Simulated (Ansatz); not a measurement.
# BN: two normal modes frozen in, part 2 of 2

Aim: map the energy of BN (P-6m2, No. 187; 4 atoms in the cell) over two coordinates, and find its wells, ridges and stiffness.

Ansatz 0.2.0; DFT PBE+D3(BJ), scalar-relativistic, plane waves, PAW. The steps go on from the part before.

## Step 7: Grid point (−0.289 Å, −0.021 Å)

Input file input.yaml:

```yaml
crystal:
  lattice:
    - [2.5061127838, 0.0, 0.0]
    - [-1.2530563919, 2.1703573356, 0.0]
    - [0.0, 0.0, 6.592399887]
  atoms:
    - { symbol: B, position: [-0.1201449605, -0.0098140521, 0.5] }
    - { symbol: B, position: [0.4470392108, 0.6632029384, 0.0] }
    - { symbol: "N", position: [0.1162179084, 0.0026729601, 0.0] }
    - { symbol: "N", position: [0.5554181656, 0.3409075929, 0.5] }
basis:
  ecutwfc: 520.0
kpoints:
  mp_grid: { grid: [12, 12, 4] }
hamiltonian:
  xc: pbe
  dispersion: d3bj
scf:
  occupations: { method: methfessel_paxton, width: 0.05 }
output:
  forces: true
  stress: true
  eigenvalues: true
```

Command:

```console
> ansatz run input.yaml --threads 1 --pin off --max-ram 2048MiB --backend cpu --events-out ev --progress --plain --runs-dir out
```

The log of the run (excerpt; [...] marks lines left out):

```text
Warning: RAYON_NUM_THREADS=1 ignored (pool sized by the plan → 1); use --threads N
[...]
Pseudopotentials: kind: paw
Pseudopotential: B, paw, valence charge 3, recommended cutoff 420 eV (normal), B.paw.azcp
Pseudopotential: N, paw, valence charge 5, recommended cutoff 420 eV (normal), N.paw.azcp
Functional definition: PBE
[...]
Crystal: 4 atoms, lattice volume = 35.857 Å³
Basis set: ecut = 520 eV, 985 PW (Γ), exchange–correlation on 40×40×100 points (8 copies of the dense FFT grid, shifted against one another)
Bands: 12, of which v1, the nominal top of the filled ones, is band 8 counted from 1 (7 counted from 0)
Symmetry: 2 space group operations
Space group: Pm (ITA 6), of the structure as read, at distance tolerance 3.3e-5 Å
k-points: 222 of 576 (time reversal used)
[...]
SCF iter   1: F=—  HF=-1085.335774 eV  |F-HF|=—  |Δ(HF+E_count)|=         —  Δρ=1.79e-3  dr2=3.14e-4  ethr=1.77e-3  ⟨swp⟩=6.6  Hψ=16396  notcnv=0
[...]
Free energy (F): -1085.337320 eV
[...]
E sigma→0 (E₀):  -1085.337320 eV
Fermi energy:    6.833439 eV
Step filling:    the computed levels leave a gap of 3.6909 eV = 73.8 smearing widths at the electron count; against every level under it full and every level over it empty, smearing changes F+E_penalty+E_count by +0.00e0 meV and its σ→0 estimate by +0.00e0 meV
[...]
--- Forces (eV/Å), atoms counted from 1 ---
  atom   1  B      0.02695403     1.63234693     0.00000000
  atom   2  B     -0.03443316     0.56319390     0.00000000
  atom   3  N     -0.00428125    -0.59844010    -0.00000000
  atom   4  N      0.01178727    -1.59707301    -0.00000000
[...]
--- Stress (GPa, compression-positive) ---
       -2.698468       0.388847       0.000000
        0.388847       3.421090       0.000000
        0.000000       0.000000       0.630188
  P = ⅓ Tr σ = 0.4509 GPa (4.509 kbar)
--- Band table (eV; the first three rows and the last of 222) ---
  k-point 0: bands = ["-12.9858", "-12.6729", "-1.4239", "0.7620", "3.0830", "3.3117", "3.6189", "3.9471", "10.0906", "15.1129", "15.8575", "16.1869"]
[...]
```

Wall time 11 s (1 thread of Arm Neoverse V1, shared host); peak memory 0.42 GiB.

That is 48 meV from the zero.

## Step 8: The run at (−0.289 Å, 0.021 Å)

Input file input.yaml:

```yaml
crystal:
  lattice:
    - [2.5061127838, 0.0, 0.0]
    - [-1.2530563919, 2.1703573356, 0.0]
    - [0.0, 0.0, 6.592399887]
  atoms:
    - { symbol: B, position: [-0.1103309084, 0.0098140521, 0.5] }
    - { symbol: B, position: [0.4505029391, 0.6701303949, 0.0] }
    - { symbol: "N", position: [0.1135449483, -0.0026729601, 0.0] }
    - { symbol: "N", position: [0.547843906, 0.3257590738, 0.5] }
basis:
  ecutwfc: 520.0
kpoints:
  mp_grid: { grid: [12, 12, 4] }
hamiltonian:
  xc: pbe
  dispersion: d3bj
scf:
  occupations: { method: methfessel_paxton, width: 0.05 }
output:
  forces: true
  stress: true
  eigenvalues: true
```

Command:

```console
> ansatz run input.yaml --threads 1 --pin off --max-ram 2048MiB --backend cpu --events-out ev --progress --plain --runs-dir out
```

The log of the run (excerpt; [...] marks lines left out):

```text
[...]
SCF converged after 4 iterations
Stability not checked: this state was not tested for a lower state beside it, because cold or Methfessel-Paxton smearing, or corrected tetrahedra, fill the levels in a way that the test cannot read (fill_not_monotonic; see scf.lower_state_search)
Free energy (F): -1085.338194 eV
[...]
E sigma→0 (E₀):  -1085.338194 eV
Fermi energy:    6.755732 eV
Step filling:    the computed levels leave a gap of 3.5069 eV = 70.1 smearing widths at the electron count; against every level under it full and every level over it empty, smearing changes F+E_penalty+E_count by +0.00e0 meV and its σ→0 estimate by +0.00e0 meV
[...]
--- Forces (eV/Å), atoms counted from 1 ---
  atom   1  B      0.02350917    -1.47257889    -0.00000000
  atom   2  B     -0.03603183    -0.53474842    -0.00000000
  atom   3  N     -0.00713039     0.49944245     0.00000000
  atom   4  N      0.01967347     1.50785725     0.00000000
[...]
--- Stress (GPa, compression-positive) ---
        2.907872       0.407170       0.000000
        0.407170      -2.294660      -0.000000
        0.000000      -0.000000       0.698020
  P = ⅓ Tr σ = 0.4371 GPa (4.371 kbar)
--- Band table (eV; the first three rows and the last of 222) ---
  k-point 0: bands = ["-12.9853", "-12.6722", "-1.4232", "0.7624", "3.0776", "3.3096", "3.6208", "3.9545", "10.0910", "15.1116", "15.8297", "16.1859"]
[...]
```

Wall time 11 s (1 thread of Arm Neoverse V1, shared host); peak memory 0.42 GiB.

On the map this point reads 47 meV.

## Step 9: Point (−0.289 Å, 0.064 Å)

Input file input.yaml:

```yaml
crystal:
  lattice:
    - [2.5061127838, 0.0, 0.0]
    - [-1.2530563919, 2.1703573356, 0.0]
    - [0.0, 0.0, 6.592399887]
  atoms:
    - { symbol: B, position: [-0.1004938186, 0.0294882317, 0.5] }
    - { symbol: B, position: [0.4539747982, 0.6770741131, 0.0] }
    - { symbol: "N", position: [0.1108657136, -0.0080314294, 0.0] }
    - { symbol: "N", position: [0.5402518665, 0.3105749947, 0.5] }
basis:
  ecutwfc: 520.0
kpoints:
  mp_grid: { grid: [12, 12, 4] }
hamiltonian:
  xc: pbe
  dispersion: d3bj
scf:
  occupations: { method: methfessel_paxton, width: 0.05 }
output:
  forces: true
  stress: true
  eigenvalues: true
```

Command:

```console
> ansatz run input.yaml --threads 1 --pin off --max-ram 2048MiB --backend cpu --events-out ev --progress --plain --runs-dir out
```

The log of the run (excerpt; [...] marks lines left out):

```text
[...]
SCF converged after 5 iterations
Stability not checked: this state was not tested for a lower state beside it, because cold or Methfessel-Paxton smearing, or corrected tetrahedra, fill the levels in a way that the test cannot read (fill_not_monotonic; see scf.lower_state_search)
Free energy (F): -1085.102879 eV
[...]
E sigma→0 (E₀):  -1085.102879 eV
Fermi energy:    6.675218 eV
Step filling:    the computed levels leave a gap of 3.3440 eV = 66.9 smearing widths at the electron count; against every level under it full and every level over it empty, smearing changes F+E_penalty+E_count by +0.00e0 meV and its σ→0 estimate by +0.00e0 meV
[...]
--- Forces (eV/Å), atoms counted from 1 ---
  atom   1  B      0.01903761    -3.86895269    -0.00000000
  atom   2  B     -0.03774322    -1.54635617    -0.00000000
  atom   3  N     -0.00890972     1.51262290     0.00000000
  atom   4  N      0.02761942     3.90277596     0.00000000
[...]
--- Stress (GPa, compression-positive) ---
       11.152596       0.419579       0.000000
        0.419581      -4.083548      -0.000000
        0.000000      -0.000000       0.736130
  P = ⅓ Tr σ = 2.6017 GPa (26.017 kbar)
--- Band table (eV; the first three rows and the last of 222) ---
  k-point 0: bands = ["-12.9924", "-12.6793", "-1.4374", "0.7417", "2.2019", "2.9927", "3.9239", "4.8313", "10.0815", "14.7059", "15.1121", "15.7501"]
[...]
```

Wall time 11 s (1 thread of Arm Neoverse V1, shared host); peak memory 0.42 GiB.

Energy on the map's scale: 282 meV.

## Step 10: The run at (−0.289 Å, −0.064 Å)

Input file input.yaml:

```yaml
crystal:
  lattice:
    - [2.5061127838, 0.0, 0.0]
    - [-1.2530563919, 2.1703573356, 0.0]
    - [0.0, 0.0, 6.592399887]
  atoms:
    - { symbol: B, position: [-0.1299820503, -0.0294882317, 0.5] }
    - { symbol: B, position: [0.4435673517, 0.6562592202, 0.0] }
    - { symbol: "N", position: [0.118897143, 0.0080314294, 0.0] }
    - { symbol: "N", position: [0.5630102051, 0.356091672, 0.5] }
basis:
  ecutwfc: 520.0
kpoints:
  mp_grid: { grid: [12, 12, 4] }
hamiltonian:
  xc: pbe
  dispersion: d3bj
scf:
  occupations: { method: methfessel_paxton, width: 0.05 }
output:
  forces: true
  stress: true
  eigenvalues: true
```

Command:

```console
> ansatz run input.yaml --threads 1 --pin off --max-ram 2048MiB --backend cpu --events-out ev --progress --plain --runs-dir out
```

The log of the run (excerpt; [...] marks lines left out):

```text
[...]
SCF converged after 5 iterations
Stability not checked: this state was not tested for a lower state beside it, because cold or Methfessel-Paxton smearing, or corrected tetrahedra, fill the levels in a way that the test cannot read (fill_not_monotonic; see scf.lower_state_search)
Free energy (F): -1085.041182 eV
[...]
E sigma→0 (E₀):  -1085.041182 eV
Fermi energy:    6.832243 eV
Step filling:    the computed levels leave a gap of 3.8312 eV = 76.6 smearing widths at the electron count; against every level under it full and every level over it empty, smearing changes F+E_penalty+E_count by +0.00e0 meV and its σ→0 estimate by +0.00e0 meV
[...]
--- Forces (eV/Å), atoms counted from 1 ---
  atom   1  B      0.02845103     5.55671667     0.00000000
  atom   2  B     -0.03278461     1.75591272     0.00000000
  atom   3  N     -0.00068551    -1.78872783    -0.00000000
  atom   4  N      0.00502183    -5.52402621    -0.00000000
[...]
--- Stress (GPa, compression-positive) ---
       -5.701927       0.364612       0.000000
        0.364611      14.861874       0.000000
        0.000000       0.000000       0.534270
  P = ⅓ Tr σ = 3.2314 GPa (32.314 kbar)
--- Band table (eV; the first three rows and the last of 222) ---
  k-point 0: bands = ["-12.9967", "-12.6842", "-1.4424", "0.7359", "2.2623", "2.9976", "3.9119", "4.7761", "10.0843", "14.7969", "15.1146", "15.7729"]
[...]
```

Run time: 11 s. Hardware: 1 thread of Arm Neoverse V1, shared host; peak memory 0.42 GiB.

On the map this point reads 344 meV.

## Step 11: Point (−0.289 Å, −0.043 Å)

Input file input.yaml:

```yaml
crystal:
  lattice:
    - [2.5061127838, 0.0, 0.0]
    - [-1.2530563919, 2.1703573356, 0.0]
    - [0.0, 0.0, 6.592399887]
  atoms:
    - { symbol: B, position: [-0.1250750243, -0.0196741796, 0.5] }
    - { symbol: B, position: [0.4452992159, 0.6597229485, 0.0] }
    - { symbol: "N", position: [0.117560663, 0.0053584693, 0.0] }
    - { symbol: "N", position: [0.5592230753, 0.3485174124, 0.5] }
basis:
  ecutwfc: 520.0
kpoints:
  mp_grid: { grid: [12, 12, 4] }
hamiltonian:
  xc: pbe
  dispersion: d3bj
scf:
  occupations: { method: methfessel_paxton, width: 0.05 }
output:
  forces: true
  stress: true
  eigenvalues: true
```

Command:

```console
> ansatz run input.yaml --threads 1 --pin off --max-ram 2048MiB --backend cpu --events-out ev --progress --plain --runs-dir out
```

The log of the run (excerpt; [...] marks lines left out):

```text
Warning: RAYON_NUM_THREADS=1 ignored (pool sized by the plan → 1); use --threads N
[...]
[... 4 set-up lines as earlier in the session ...]
[...]
Crystal: 4 atoms, lattice volume = 35.857 Å³
Basis set: ecut = 520 eV, 985 PW (Γ), exchange–correlation on 40×40×100 points (8 copies of the dense FFT grid, shifted against one another)
Bands: 12, of which v1, the nominal top of the filled ones, is band 8 counted from 1 (7 counted from 0)
[... 2 set-up lines as earlier in the session ...]
k-points: 222 of 576 (time reversal used)
[...]
SCF iter   1: F=—  HF=-1085.228294 eV  |F-HF|=—  |Δ(HF+E_count)|=         —  Δρ=1.84e-3  dr2=3.06e-4  ethr=1.77e-3  ⟨swp⟩=6.6  Hψ=16404  notcnv=0
[...]
Free energy (F): -1085.229945 eV
[...]
E sigma→0 (E₀):  -1085.229945 eV
Fermi energy:    6.862737 eV
Step filling:    the computed levels leave a gap of 3.8070 eV = 76.1 smearing widths at the electron count; against every level under it full and every level over it empty, smearing changes F+E_penalty+E_count by +0.00e0 meV and its σ→0 estimate by +0.00e0 meV
[...]
--- Forces (eV/Å), atoms counted from 1 ---
  atom   1  B      0.02801381     3.48361710     0.00000000
  atom   2  B     -0.03363125     1.14907081     0.00000000
  atom   3  N     -0.00252320    -1.18342043    -0.00000000
  atom   4  N      0.00817235    -3.44922655    -0.00000000
[...]
--- Stress (GPa, compression-positive) ---
       -4.511420       0.377450       0.000000
        0.377449       8.303606       0.000000
        0.000000       0.000000       0.584552
  P = ⅓ Tr σ = 1.4589 GPa (14.589 kbar)
--- Band table (eV; the first three rows and the last of 222) ---
  k-point 0: bands = ["-12.9898", "-12.6771", "-1.4307", "0.7524", "2.6629", "3.1553", "3.7678", "4.3708", "10.0881", "15.1141", "15.3079", "15.9798"]
[...]
```

Run time: 11 s. Hardware: 1 thread of Arm Neoverse V1, shared host; peak memory 0.42 GiB.

On the map this point reads 155 meV.

## Step 12: The run at (−0.289 Å, 0.000 Å)

Input file input.yaml:

```yaml
crystal:
  lattice:
    - [2.5061127838, 0.0, 0.0]
    - [-1.2530563919, 2.1703573356, 0.0]
    - [0.0, 0.0, 6.592399887]
  atoms:
    - { symbol: B, position: [-0.1152379345, 0.0, 0.5] }
    - { symbol: B, position: [0.4487710749, 0.6666666667, 0.0] }
    - { symbol: "N", position: [0.1148814283, 0.0, 0.0] }
    - { symbol: "N", position: [0.5516310358, 0.3333333333, 0.5] }
basis:
  ecutwfc: 520.0
kpoints:
  mp_grid: { grid: [12, 12, 4] }
hamiltonian:
  xc: pbe
  dispersion: d3bj
scf:
  occupations: { method: methfessel_paxton, width: 0.05 }
output:
  forces: true
  stress: true
  eigenvalues: true
```

Command:

```console
> ansatz run input.yaml --threads 1 --pin off --max-ram 2048MiB --backend cpu --events-out ev --progress --plain --runs-dir out
```

The log of the run (excerpt; [...] marks lines left out):

```text
Warning: RAYON_NUM_THREADS=1 ignored (pool sized by the plan → 1); use --threads N
[...]
[... 4 set-up lines as earlier in the session ...]
[...]
Crystal: 4 atoms, lattice volume = 35.857 Å³
Basis set: ecut = 520 eV, 985 PW (Γ), exchange–correlation on 40×40×100 points (8 copies of the dense FFT grid, shifted against one another)
Bands: 12, of which v1, the nominal top of the filled ones, is band 8 counted from 1 (7 counted from 0)
[... 2 set-up lines as earlier in the session ...]
k-points: 222 of 576 (time reversal used)
[...]
SCF iter   1: F=—  HF=-1085.369172 eV  |F-HF|=—  |Δ(HF+E_count)|=         —  Δρ=1.77e-3  dr2=3.13e-4  ethr=1.77e-3  ⟨swp⟩=6.6  Hψ=16319  notcnv=0
[...]
Free energy (F): -1085.370691 eV
[...]
E sigma→0 (E₀):  -1085.370691 eV
Fermi energy:    6.797574 eV
Step filling:    the computed levels leave a gap of 3.5912 eV = 71.8 smearing widths at the electron count; against every level under it full and every level over it empty, smearing changes F+E_penalty+E_count by +0.00e0 meV and its σ→0 estimate by +0.00e0 meV
[...]
--- Forces (eV/Å), atoms counted from 1 ---
  atom   1  B      0.02541285    -0.01107508    -0.00000000
  atom   2  B     -0.03522753     0.00300848     0.00000000
  atom   3  N     -0.00582632    -0.03853928    -0.00000000
  atom   4  N      0.01566589     0.04660139     0.00000000
[...]
--- Stress (GPa, compression-positive) ---
       -0.233229       0.398756       0.000000
        0.398756      -0.022985       0.000000
        0.000000       0.000000       0.668143
  P = ⅓ Tr σ = 0.1373 GPa (1.373 kbar)
--- Band table (eV; the first three rows and the last of 222) ---
  k-point 0: bands = ["-12.9844", "-12.6713", "-1.4215", "0.7651", "3.4475", "3.4800", "3.5093", "3.5255", "10.0917", "15.1120", "16.3614", "16.3725"]
[...]
```

It took 11 s on 1 thread of Arm Neoverse V1, shared host; peak memory 0.42 GiB.

Energy on the map's scale: 14 meV.

## Step 13: Point (−0.289 Å, 0.043 Å)

Input file input.yaml:

```yaml
crystal:
  lattice:
    - [2.5061127838, 0.0, 0.0]
    - [-1.2530563919, 2.1703573356, 0.0]
    - [0.0, 0.0, 6.592399887]
  atoms:
    - { symbol: B, position: [-0.1054008447, 0.0196741796, 0.5] }
    - { symbol: B, position: [0.452242934, 0.6736103848, 0.0] }
    - { symbol: "N", position: [0.1122021937, -0.0053584693, 0.0] }
    - { symbol: "N", position: [0.5440389963, 0.3181492543, 0.5] }
basis:
  ecutwfc: 520.0
kpoints:
  mp_grid: { grid: [12, 12, 4] }
hamiltonian:
  xc: pbe
  dispersion: d3bj
scf:
  occupations: { method: methfessel_paxton, width: 0.05 }
output:
  forces: true
  stress: true
  eigenvalues: true
```

Command:

```console
> ansatz run input.yaml --threads 1 --pin off --max-ram 2048MiB --backend cpu --events-out ev --progress --plain --runs-dir out
```

The log of the run (excerpt; [...] marks lines left out):

```text
Warning: RAYON_NUM_THREADS=1 ignored (pool sized by the plan → 1); use --threads N
[...]
[... 4 set-up lines as earlier in the session ...]
[...]
Crystal: 4 atoms, lattice volume = 35.857 Å³
Basis set: ecut = 520 eV, 985 PW (Γ), exchange–correlation on 40×40×100 points (8 copies of the dense FFT grid, shifted against one another)
Bands: 12, of which v1, the nominal top of the filled ones, is band 8 counted from 1 (7 counted from 0)
[... 2 set-up lines as earlier in the session ...]
k-points: 222 of 576 (time reversal used)
[...]
SCF iter   1: F=—  HF=-1085.244674 eV  |F-HF|=—  |Δ(HF+E_count)|=         —  Δρ=1.78e-3  dr2=2.81e-4  ethr=1.77e-3  ⟨swp⟩=6.6  Hψ=16316  notcnv=0
[...]
Free energy (F): -1085.246303 eV
[...]
E sigma→0 (E₀):  -1085.246303 eV
Fermi energy:    6.710802 eV
Step filling:    the computed levels leave a gap of 3.4321 eV = 68.6 smearing widths at the electron count; against every level under it full and every level over it empty, smearing changes F+E_penalty+E_count by +0.00e0 meV and its σ→0 estimate by +0.00e0 meV
[...]
--- Forces (eV/Å), atoms counted from 1 ---
  atom   1  B      0.02136922    -2.76344523    -0.00000000
  atom   2  B     -0.03687753    -1.05273376    -0.00000000
  atom   3  N     -0.00814307     1.01804265     0.00000000
  atom   4  N      0.02367271     2.79807231     0.00000000
[...]
--- Stress (GPa, compression-positive) ---
        6.730280       0.414063       0.000000
        0.414064      -3.597567      -0.000000
        0.000000      -0.000000       0.720110
  P = ⅓ Tr σ = 1.2843 GPa (12.843 kbar)
--- Band table (eV; the first three rows and the last of 222) ---
  k-point 0: bands = ["-12.9881", "-12.6750", "-1.4286", "0.7543", "2.6376", "3.1518", "3.7731", "4.3970", "10.0880", "15.1117", "15.2422", "15.9675"]
[...]
```

Run time: 11 s. Hardware: 1 thread of Arm Neoverse V1, shared host; peak memory 0.42 GiB.

That is 139 meV from the zero.

## Step 14: Energy over the grid

28 points were computed, 21 more follow by symmetry. Energies in meV, from the relaxed high-symmetry cell:

| amplitude of mode 10 (1355 cm⁻¹), largest displacement (Å) ↓, amplitude of mode 4 (47 cm⁻¹), largest displacement (Å) → | −0.434 | −0.289 | −0.145 | 0.000 | 0.145 | 0.289 | 0.434 |
| --- | --- | --- | --- | --- | --- | --- | --- |
| 0.064 | 295 | 282 | 271 | 266 | 271 | 282 | 295 |
| 0.043 | 151 | 139 | 128 | 123 | 128 | 139 | 151 |
| 0.021 | 59 | 47 | 36 | 32 | 36 | 47 | 59 |
| 0.000 | 26 | 14 | 4 | 0 | 4 | 14 | 26 |
| −0.021 | 59 | 48 | 38 | 34 | 38 | 48 | 59 |
| −0.043 | 165 | 155 | 146 | 142 | 146 | 155 | 165 |
| −0.064 | 353 | 344 | 335 | 332 | 335 | 344 | 353 |

The band gap on the k-mesh (eV) at each point:

```csv
"amplitude of mode 10 (1355 cm⁻¹), largest displacement (Å) ↓, amplitude of mode 4 (47 cm⁻¹), largest displacement (Å) →",−0.434,−0.289,−0.145,0.000,0.145,0.289,0.434
0.064,3.15,3.34,3.73,4.14,3.73,3.34,3.15
0.043,3.23,3.43,3.81,4.25,3.81,3.43,3.23
0.021,3.31,3.51,3.88,4.30,3.88,3.51,3.31
0.000,3.41,3.59,3.95,4.36,3.95,3.59,3.41
−0.021,3.52,3.69,4.04,4.23,4.04,3.69,3.52
−0.043,3.65,3.81,4.06,4.12,4.06,3.81,3.65
−0.064,3.71,3.83,3.95,3.99,3.95,3.83,3.71
```

## Step 15: Outcome

What follows sums up all 2 parts. Changes of volume or cell count from the first structure of part 1.

```
                   quantity                                                                                value
               relaxed cell           a = 2.506 Å, b = 2.506 Å, c = 6.592 Å, α = 90.00°, β = 90.00°, γ = 120.00°
       space group (0.01 Å)                                                                      P-6m2 (No. 187)
                     volume                                                                         8.96 Å³/atom
               lowest point                                                            (0.000 Å, 0.000 Å), 0 meV
     highest computed point                                       (−0.434 Å, −0.064 Å), 353 meV above the lowest
                      modes                                                               12 from 0 to 1358 cm⁻¹
band gap on the k-mesh (eV)  3.15 at (−0.434 Å, 0.064 Å) to 4.36 at (0.000 Å, 0.000 Å); 4.36 at the lowest point
        time for all points                                                     4.6 min on 1 thread, shared host
```

In words: Relaxation lowered the volume by 1.8 %. The start is a reported cell, which holds thermal expansion that this zero-temperature run lacks. The cell is stable against its own zone-centre modes, which says nothing of other wave vectors. The lowest computed point is at (0.000 Å, 0.000 Å), which is the relaxed high-symmetry cell itself. No other kind of well shows on this grid. The highest computed point, (−0.434 Å, −0.064 Å), lies 353 meV above the lowest. Round the minimum the two coordinates are nearly uncoupled. A rigid map gives upper bounds: relaxing the other coordinates can only lower a point.

These are semilocal Kohn-Sham gaps, which aren't the measured quantity. Such gaps usually fall short of the measured ones.
